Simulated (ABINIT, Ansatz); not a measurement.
# NaI (Fm-3m): modes at Γ and the response to a field

Aim: the zone-centre modes of NaI (Fm-3m).

Method: DFT LDA, scalar-relativistic, plane waves, PseudoDojo norm-conserving pseudopotentials, in ABINIT 10.8.3.

### 1. The starting structure

The structure is cubic, space group Fm-3m (No. 225). The conventional cell has a = 6.263 Å, b = 6.263 Å, c = 6.263 Å, α = 90.00°, β = 90.00°, γ = 90.00°. Nearest to Na lie 6 I at 3.13 Å. Nearest to I lie 6 Na at 3.13 Å. Farther neighbours and most contacts between anions are not listed.

### 2. Relaxation

The harmonic expansion needs vanishing forces, and a free crystal bears no stress, so cell and atoms are brought to rest. Stress is more sensitive to the basis than forces are: the last 3 Ha under the cutoff are smoothed with ecutsm, and the cutoff is raised above that of the later runs.

The starting cell comes from a relaxation made beforehand in Ansatz (LDA, PseudoDojo NC).

File relax.abi:

```
# relaxation
ionmov 2
optcell 2
dilatmx 1.08
ntime 40
tolmxf 1.0d-05
tolvrs 1.0d-14
prtwf 0
prtden 0
chksymtnons 0

# basis, mesh and filling
ecut 47.0
ecutsm 3.0
ngkpt 6 6 6
nshiftk 1
shiftk 0.0 0.0 0.0
istwfk *1
occopt 1
nband 8
nstep 100
diemac 9.0
prtebands 0
prtgsr 0
useylm 1

# cell and atoms
acell 3*1.0 Angstrom
rprim 
    0.0 3.131602554 3.131602554
    3.131602554 0.0 3.131602554
    3.131602554 3.131602554 0.0
ntypat 2
znucl 11 53
natom 2
typat 1 2
xred 
    0.0 0.0 0.0
    0.5 0.5 0.5
pp_dirpath "./pseudo"
pseudos "Na.upf, I.upf"
```

Run with:

```console
$ OMP_NUM_THREADS=1 mpirun -n 2 abinit relax.abi > relax.log
```

Numbers of over 12 decimals in the logs are rounded to 6 here.

relax.abo, the main output file:

```text
[banners, grids, parts of the stress and lines that vanish by symmetry left out]
- input  file    -> relax.abi
- output file    -> relax.abo
- root for input  files -> relaxi
[...]
Symmetries : space group Fm -3 m (#225); Bravais cF (face-center cubic)
[...]
mpw =        8080          nfft =      216000          nkpt =          16
[...]
== DATASET  1 ==================================================================
[...]
cutoff_energies: {ecut:  47.0, pawecutdg:  -1.0, }
[...]
ETOT  1  -58.355772402841    -5.836E+01 7.084E-01 5.840E+01
 ETOT  2  -58.721857213809    -3.661E-01 1.044E-05 5.921E+00
 ETOT  3  -58.722708232110    -8.510E-04 8.059E-06 1.679E-01
 ETOT  4  -58.722729901641    -2.167E-05 1.606E-07 1.096E-02
 ETOT  5  -58.722730513527    -6.119E-07 2.764E-09 4.762E-04
[...]
ETOT 10  -58.722730534776     6.018E-12 9.176E-18 1.820E-14
 ETOT 11  -58.722730534774     1.620E-12 9.897E-21 1.191E-16
 At SCF step   11       vres2   =  1.19E-16 < tolvrs=  1.00E-14 =>converged.
[...]
sigma(1 1)= -4.90982815E-09  sigma(3 2)=  0.00000000E+00
  sigma(2 2)= -4.90982815E-09  sigma(3 1)=  0.00000000E+00
  sigma(3 3)= -4.90982815E-09  sigma(2 1)=  0.00000000E+00
[...]
convergence: {deltae:  1.620E-12, res2:  1.191E-16, residm:  9.897E-21, diffor: null, }
etotal    :  -5.87227305E+01
[...]
At Broyd/MD step   1, gradients are converged :
[...]
sigma(1 1)= -4.90982815E-09  sigma(3 2)=  0.00000000E+00
  sigma(2 2)= -4.90982815E-09  sigma(3 1)=  0.00000000E+00
  sigma(3 3)= -4.90982815E-09  sigma(2 1)=  0.00000000E+00
[...]
- sigma(1 1)= -1.44452131E-04  sigma(3 2)=  0.00000000E+00
- sigma(2 2)= -1.44452131E-04  sigma(3 1)=  0.00000000E+00
- sigma(3 3)= -1.44452131E-04  sigma(2 1)=  0.00000000E+00
[...]
fcart     -0.0000000000E+00 -0.0000000000E+00 -0.0000000000E+00
           strten     -4.9098281491E-09 -4.9098281495E-09 -4.9098281486E-09
================================================================================

[key lines of the parts left out:]
pressure_GPa:   1.4445E-04
Total energy (etotal) [Ha]= -5.87227305347741E+01
```

Elapsed: 17 s, on 2 MPI ranks of Arm Neoverse V2, shared host; 35 s of CPU time.

Little changed from the start: no atom moved by 0.005 Å and no cell edge by 0.1 %.

Numbers from this step:

* volume per atom: 30.71 Å³
* pressure: 1.44e-4 GPa

### 3. Ground state

First-order wavefunctions inherit every error of the ground state, hence the very tight tolvrs. The mesh is shifted off Γ, since shifted meshes converge sums over the zone faster.

File gs.abi:

```
# ground state
tolvrs 1.0d-16
prtden 1
prtwf 1

# basis, mesh and filling
ecut 38.0
ngkpt 4 4 4
nshiftk 4
shiftk 
    0.5 0.5 0.5
    0.5 0.0 0.0
    0.0 0.5 0.0
    0.0 0.0 0.5
istwfk *1
occopt 1
nband 8
nstep 100
diemac 9.0
prtebands 0
prtgsr 0
useylm 1

# cell and atoms
acell 3*1.0 Angstrom
rprim 
    0.0 3.131602556 3.131602556
    3.131602556 0.0 3.131602556
    3.131602556 3.131602556 0.0
ntypat 2
znucl 11 53
natom 2
typat 1 2
xred 
    0.0 0.0 0.0
    0.5 0.5 0.5
pp_dirpath "./pseudo"
pseudos "Na.upf, I.upf"
```

Run with:

```console
$ OMP_NUM_THREADS=1 mpirun -n 2 abinit gs.abi > gs.log
```

gs.abo, the main output file:

```text
[banners, grids, parts of the stress and lines that vanish by symmetry left out]
- input  file    -> gs.abi
- output file    -> gs.abo
- root for input  files -> gsi
[...]
Symmetries : space group Fm -3 m (#225); Bravais cF (face-center cubic)
[...]
mpw =        4656          nfft =      110592          nkpt =          10
[...]
== DATASET  1 ==================================================================
[...]
cutoff_energies: {ecut:  38.0, pawecutdg:  -1.0, }
[...]
ETOT  1  -58.422776530561    -5.842E+01 7.694E-01 2.322E+01
 ETOT  2  -58.722528469441    -2.998E-01 8.971E-04 4.277E-01
 ETOT  3  -58.722567343320    -3.887E-05 1.138E-06 1.524E-02
 ETOT  4  -58.722567840441    -4.971E-07 7.025E-09 3.703E-03
 ETOT  5  -58.722568113834    -2.734E-07 4.531E-09 2.170E-04
[...]
ETOT 11  -58.722568176262     5.343E-12 3.051E-20 2.029E-16
 ETOT 12  -58.722568176261     1.151E-12 1.039E-22 1.146E-18
 At SCF step   12       vres2   =  1.15E-18 < tolvrs=  1.00E-16 =>converged.
[...]
sigma(1 1)=  7.63932643E-06  sigma(3 2)=  0.00000000E+00
  sigma(2 2)=  7.63932643E-06  sigma(3 1)=  0.00000000E+00
  sigma(3 3)=  7.63932643E-06  sigma(2 1)=  0.00000000E+00
[...]
convergence: {deltae:  1.151E-12, res2:  1.146E-18, residm:  1.039E-22, diffor: null, }
etotal    :  -5.87225682E+01
[...]
sigma(1 1)=  7.63932643E-06  sigma(3 2)=  0.00000000E+00
  sigma(2 2)=  7.63932643E-06  sigma(3 1)=  0.00000000E+00
  sigma(3 3)=  7.63932643E-06  sigma(2 1)=  0.00000000E+00
[...]
- sigma(1 1)=  2.24756743E-01  sigma(3 2)=  0.00000000E+00
- sigma(2 2)=  2.24756743E-01  sigma(3 1)=  0.00000000E+00
- sigma(3 3)=  2.24756743E-01  sigma(2 1)=  0.00000000E+00
[...]
fcart     -0.0000000000E+00 -0.0000000000E+00 -0.0000000000E+00
           strten      7.6393264320E-06  7.6393264320E-06  7.6393264320E-06
================================================================================

[key lines of the parts left out:]
pressure_GPa:  -2.2476E-01
```

It took 6.8 s on 2 MPI ranks; 13 s of CPU time.

This step gave:

* pressure: -0.2248 GPa

The cell stands at -0.22 GPa: the relaxation ran with a smoothed and higher cutoff and on another k mesh.

### 4. Empty bands

Empty bands on the ground state's density check that the gap assumed so far is there in this cell.

File gap.abi:

```
# empty bands on the ground state's density
iscf -2
getden_filepath "gso_DEN"
tolwfr 1.0d-12
nbdbuf 2
prtwf 0

# basis, mesh and filling
ecut 38.0
ngkpt 6 6 6
nshiftk 1
shiftk 0.0 0.0 0.0
istwfk *1
occopt 1
nband 12
nstep 100
diemac 9.0
prtebands 0
prtgsr 0
useylm 1

# cell and atoms
acell 3*1.0 Angstrom
rprim 
    0.0 3.131602556 3.131602556
    3.131602556 0.0 3.131602556
    3.131602556 3.131602556 0.0
ntypat 2
znucl 11 53
natom 2
typat 1 2
xred 
    0.0 0.0 0.0
    0.5 0.5 0.5
pp_dirpath "./pseudo"
pseudos "Na.upf, I.upf"
```

Run with:

```console
$ OMP_NUM_THREADS=1 mpirun -n 2 abinit gap.abi > gap.log
```

gap.abo, the main output file:

```text
[banners, grids, parts of the stress and lines that vanish by symmetry left out]
- input  file    -> gap.abi
- output file    -> gap.abo
- root for input  files -> gapi
[...]
Symmetries : space group Fm -3 m (#225); Bravais cF (face-center cubic)
[...]
mpw =        4669          nfft =      110592          nkpt =          16
[...]
== DATASET  1 ==================================================================
[...]
cutoff_energies: {ecut:  38.0, pawecutdg:  -1.0, }
[...]
-outvars: echo values of variables after computation
            acell      1.8897261259E+00  1.8897261259E+00  1.8897261259E+00 Bohr
================================================================================
```

Run time: 6.1 s. Hardware: 2 MPI ranks; 12 s of CPU time.

Read from the output:

```
gap on the k-mesh : 3.610 eV
```

In this cell the gap on the mesh is 3.6 eV, direct, so fixed occupations hold.

### 5. Zone-centre response

The derivative of the wavefunctions by k comes first, since the response to a field is built on it; then the field and the displacements that symmetry doesn't supply are solved at q = 0.

It reads the wavefunctions written in step 3.

File dfpt_gamma.abi:

```
ndtset 2

# common to the responses
getwfk_filepath "gso_WFK"
kptopt 2
nqpt 1
qpt 0.0 0.0 0.0
asr 0
chneut 0

# d/dk
rfelfd1 2
rfdir1 1 1 1
iscf1 -3
tolwfr1 1.0d-20

# displacements, field
rfphon2 1
rfatpol2 1 2
rfdir2 1 1 1
rfelfd2 3
getddk2 1
tolvrs2 1.0d-10
prtwf2 0

# basis, mesh and filling
ecut 38.0
ngkpt 4 4 4
nshiftk 4
shiftk 
    0.5 0.5 0.5
    0.5 0.0 0.0
    0.0 0.5 0.0
    0.0 0.0 0.5
istwfk *1
occopt 1
nband 8
nstep 100
diemac 9.0
prtebands 0
prtgsr 0
useylm 1

# cell and atoms
acell 3*1.0 Angstrom
rprim 
    0.0 3.131602556 3.131602556
    3.131602556 0.0 3.131602556
    3.131602556 3.131602556 0.0
ntypat 2
znucl 11 53
natom 2
typat 1 2
xred 
    0.0 0.0 0.0
    0.5 0.5 0.5
pp_dirpath "./pseudo"
pseudos "Na.upf, I.upf"
```

Run with:

```console
$ OMP_NUM_THREADS=1 mpirun -n 2 abinit dfpt_gamma.abi > dfpt_gamma.log
```

dfpt_gamma.abo, the main output file:

```text
[banners, grids, parts of the stress and lines that vanish by symmetry left out]
- input  file    -> dfpt_gamma.abi
- output file    -> dfpt_gamma.abo
- root for input  files -> dfpt_gammai
[...]
DATASET    1 : space group Fm -3 m (#225); Bravais cF (face-center cubic)
[...]
nfft =      110592          nkpt =         128
[...]
DATASET    2 : space group Fm -3 m (#225); Bravais cF (face-center cubic)
[...]
nfft =      110592          nkpt =         128
[...]
== DATASET  1 ==================================================================
[...]
cutoff_energies: {ecut:  38.0, pawecutdg:  -1.0, }
[...]
- 53.00000   7.00000  180309                  znucl, zion, pspdat
[...]
Perturbation : derivative vs k along direction   1
[...]
-ETOT  1  -16.017313657844     -1.602E+01 5.125E-02 0.000E+00
 ETOT  2  -16.024647799513     -7.334E-03 3.316E-05 0.000E+00
 ETOT  3  -16.024650961307     -3.162E-06 1.167E-07 0.000E+00
 ETOT  4  -16.024650963843     -2.536E-09 5.583E-11 0.000E+00
 ETOT  5  -16.024650963846     -2.721E-12 8.597E-14 0.000E+00
[...]
At SCF step    8   max residual=  9.96E-21 < tolwfr=  1.00E-20 =>converged.
[...]
Perturbation : derivative vs k along direction   2
[...]
-ETOT  1  -16.017313657644     -1.602E+01 5.125E-02 0.000E+00
[...]
At SCF step    8   max residual=  9.96E-21 < tolwfr=  1.00E-20 =>converged.
[...]
Perturbation : derivative vs k along direction   3
[...]
-ETOT  1  -16.017313657445     -1.602E+01 5.125E-02 0.000E+00
[...]
At SCF step    8   max residual=  9.96E-21 < tolwfr=  1.00E-20 =>converged.
[...]
1        1       1.4525055353    0.0000000000
     1        2       0.7262527677    0.0000000000
     1        3       0.7262527677    0.0000000000
     2        1       0.7262527677    0.0000000000
     2        2       1.4525055354   -0.0000000000
     2        3       0.7262527677   -0.0000000000
     3        1       0.7262527677    0.0000000000
     3        2       0.7262527677   -0.0000000000
     3        3       1.4525055354   -0.0000000000
[...]
== DATASET  2 ==================================================================
[...]
cutoff_energies: {ecut:  38.0, pawecutdg:  -1.0, }
[...]
Perturbation : displacement of atom   1   along direction   1
[...]
-ETOT  1   4.410401     -1.454E+04 1.601E+01 1.444E+02
[...]
At SCF step   10       vres2   =  9.07E-13 < tolvrs=  1.00E-10 =>converged.
[...]
Perturbation : displacement of atom   2   along direction   1
[...]
-ETOT  1   1.032676     -3.089E+02 1.136E+00 7.166E+02
[...]
At SCF step    9       vres2   =  4.46E-12 < tolvrs=  1.00E-10 =>converged.
[...]
Perturbation : homogeneous electric field along direction   1
[...]
-ETOT  1  -62.058288701102     -6.206E+01 7.208E-01 6.487E+04
[...]
ETOT  9  -73.468654403098     -4.846E-12 1.243E-14 5.211E-10
 ETOT 10  -73.468654403098      2.842E-14 2.763E-16 9.976E-13
 At SCF step   10       vres2   =  9.98E-13 < tolvrs=  1.00E-10 =>converged.
[...]
Dielectric tensor, in cartesian coordinates,
[...]
1    4   1    4         3.6344832870        -0.0000000000
   1    4   2    4        -0.0000000000        -0.0000000000
   1    4   3    4        -0.0000000000        -0.0000000000
   2    4   1    4        -0.0000000000        -0.0000000000
   2    4   2    4         3.6344832870        -0.0000000000
   2    4   3    4        -0.0000000000        -0.0000000000
   3    4   1    4        -0.0000000000        -0.0000000000
   3    4   2    4        -0.0000000000        -0.0000000000
   3    4   3    4         3.6344832870        -0.0000000000
  Effective charges, in cartesian coordinates,
[...]
1    1   1    4         1.1676056135         0.0000000000
   2    1   1    4        -0.0000000000         0.0000000000
   3    1   1    4         0.0000000000         0.0000000000
   1    2   1    4        -1.1677190556         0.0000000000
   2    2   1    4        -0.0000000000         0.0000000000
[...]
Effective charges, in cartesian coordinates,
[...]
2    4   1    2         0.0000000000         0.0000000000
   3    4   1    2        -0.0000000000         0.0000000000
   1    4   2    2         0.0000000000         0.0000000000
   2    4   2    2        -1.1677190579         0.0000000000
   3    4   2    2         0.0000000000         0.0000000000
   1    4   3    2        -0.0000000000         0.0000000000
   2    4   3    2         0.0000000000         0.0000000000
   3    4   3    2        -1.1677190579         0.0000000000
  Phonon wavevector (reduced coordinates) :  0.00000  0.00000  0.00000
 Phonon energies in Hartree :
[...]
Phonon frequencies in cm-1    :
-  4.622492E+00  4.622492E+00  4.622492E+00  1.306343E+02  1.306343E+02
-  1.306343E+02
  Phonon at Gamma, with non-analyticity in the
[...]
Phonon energies in Hartree :
[...]
Phonon frequencies in cm-1    :
-  4.622492E+00  4.622492E+00  4.630369E+00  1.306343E+02  1.306343E+02
-  1.802902E+02
  Phonon at Gamma, with non-analyticity in the
[...]
Phonon energies in Hartree :
[...]
Phonon frequencies in cm-1    :
-  4.622492E+00  4.622492E+00  4.630369E+00  1.306343E+02  1.306343E+02
-  1.802902E+02
  Phonon at Gamma, with non-analyticity in the
[...]
Phonon energies in Hartree :
[...]
Phonon frequencies in cm-1    :
-  4.622492E+00  4.622492E+00  4.630369E+00  1.306343E+02  1.306343E+02
-  1.802902E+02
[...]
fcart2     0.0000000000E+00  0.0000000000E+00  0.0000000000E+00
           strten2     0.0000000000E+00  0.0000000000E+00  0.0000000000E+00
================================================================================
```

Wall time 3.2 min (2 MPI ranks); 6.4 min of CPU time.

This step gave:

| Item | Value |
| --- | --- |
| miss of the charge sum rule | 1.13e-4 e |
| largest acoustic frequency at the zone centre before the sum rule | 4.62 cm⁻¹ |
| highest optical zone-centre mode (no LO-TO term) | 130.6 cm⁻¹ |
| lowest optical zone-centre mode | 130.6 cm⁻¹ |
| mean high-frequency dielectric constant | 3.635 |
| largest Born charge in size (third of the trace) | 1.168 e |

Born charge (rows field, columns displacement), before the sum rule (e), principal values of the symmetric part by kind of site:

```tsv
atom	atoms with these values	low	middle	high	mean
Na1	1	1.17	1.17	1.17	1.17
I2	1	-1.17	-1.17	-1.17	-1.17
```

In full for I2:

```
-1.17  0.00  0.00
 0.00 -1.17  0.00
 0.00  0.00 -1.17
```

High-frequency dielectric tensor:

```
3.63 0.00 0.00
0.00 3.63 0.00
0.00 0.00 3.63
```

The acoustic modes at Γ come out as far as 4.6 cm⁻¹ from zero, where they should vanish, a small numerical error; the Born charges miss their sum rule by 1.1e-4 e, which is good.

(Continued in part 2 of 2.)

[Host names and launcher messages were left out of these logs when they were recorded.]

[Logs are printed without paths, hosts, clocks, repeated set-up lines and the standing remarks that a program may print on its own settings, such as how far it seeks lower states.]

[Hosts, paths, dates, database ids (printed as entryN), source tags and the programs' standing remarks are cut or masked in the printed files.]
